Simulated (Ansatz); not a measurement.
Input and command of a plane-wave DFT calculation in Ansatz:

```yaml
crystal:
  lattice:
    - [0.0, 2.2535006075, 2.1971630923]
    - [2.2535006075, 0.0, 2.1971630923]
    - [2.2535006075, 2.2535006075, 0.0]
  atoms:
    - { symbol: Ga, position: [0.0, 0.0, 0.0] }
    - { symbol: "N", position: [0.75, 0.75, 0.75] }
basis:
  ecutwfc: 500
kpoints:
  mp_grid: { grid: [10, 10, 10] }
hamiltonian:
  xc: r2scan
scf:
  occupations: { method: gaussian, width: 0.05 }
output:
  forces: true
  stress: true
  eigenvalues: true
```

```bash
ansatz run input.yaml --threads 1 --pin off --max-ram 2560MiB --backend cpu --events-out ev --progress --plain --runs-dir out
```

Processor: Intel(R) Xeon(R) Processor @ 2.50GHz (Skylake/Cascade Lake), 1 thread, on a host shared with other jobs.

Question: How long does it run, and how much memory does it take?

Answer: About 13 s on 1 thread of Intel(R) Xeon(R) Processor @ 2.50GHz (Skylake/Cascade Lake), on a shared host, peak memory 0.42 GiB. It solves 13 bands at 102 k points (the mesh reduced by the symmetry that the task leaves, which can be less than the crystal's) with about 553 plane waves, in 8 SCF iterations.
